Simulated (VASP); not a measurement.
The system is NiO.

```xyz
2
Lattice="0.0000 2.0859 2.0859 2.0859 0.0000 2.0859 2.0859 2.0859 0.0000" Properties=species:S:1:pos:R:3 pbc="T T T"
Ni    0.0000    0.0000    0.0000
O     2.0859    2.0859    2.0859
```

* Program: VASP 6.6.1
* Task: relaxation of cell and atoms
* Functional: vdW-DF
* Potentials or basis: VASP PAW PBE potentials, release 64 (Ni, O)
* Cutoff: 600 eV
* k mesh: 11 × 11 × 11
* Occupations: fermi-dirac, width 0.05 eV
* Spin: collinear spin, ferromagnetic start
* Starting moments: [1.0, 0.0] μB

At the start: pressure 14.1 GPa; volume 9.08 Å³/atom.

Question: Where does the relaxation end?

Answer: Over 3 steps the energy falls by 31.1 meV/atom and the volume is 9.82 Å³/atom (+8.2 %); space group Fm-3m (No. 225, to 0.05 Å); moment 1.88 μB per cell.

The path:
```csv
step,energy change (eV),largest force (eV/Å),pressure (GPa),volume (Å³)
1,0.0000,0.0000,14.10,18.15
2,-0.0513,0.0000,-4.91,20.33
3,-0.0621,0.0000,0.01,19.65
```

Final structure:
```
CELL_PARAMETERS angstrom
0.00000 2.14174 2.14174
2.14174 0.00000 2.14174
2.14174 2.14174 0.00000
ATOMIC_POSITIONS crystal
Ni 0.00000 0.00000 0.00000
O 0.50000 0.50000 0.50000
```

Caveat: the PAW data sets were made with another functional, which shifts forces and pressure a little; a cell with one magnetic atom can't hold antiferromagnetic order, which such compounds often take.
